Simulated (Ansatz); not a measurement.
# Convergence of Fe

```
CELL_PARAMETERS angstrom
0.00000 1.82778 1.82778
1.82778 0.00000 1.82778
1.82778 1.82778 0.00000
ATOMIC_POSITIONS crystal
Fe 0.00000 0.00000 0.00000
```

Structure from Materials Project entry mp-150 (possibly hypothetical), not relaxed further.

Other magnetic orders may lie lower; this is the state that the run reached.

Level of theory: DFT, PBE, all-electron LAPW, scalar-relativistic (Ansatz 0.2.0).

Sampling and basis: a Γ-centred 17×17×17 k mesh, Fermi–Dirac smearing of 0.03 eV, basis error target 0.25 meV/atom, spin-polarised from start moments Fe 3 μB. One setting is then changed at a time.

| LAPW cutoff (eV) | free energy less the base's (meV/atom) | P (GPa) | moment (μB) |
| --- | --- | --- | --- |
| 324 (base) | 0.0 | -1.87 | 2.624 |
| 120 | ? | -0.62 | 2.623 |
| 180 | 6.4 | ? | 2.624 |
| 400 | 0.0 | -1.87 | 2.624 |
| 500 | 0.0 | -1.87 | 2.624 |

(1) What belongs in the row "180", column "P (GPa)"?

(2) Fill in "free energy less the base's (meV/atom)" for the row "120".

Results:

(1) -1.78.

(2) 82.8.
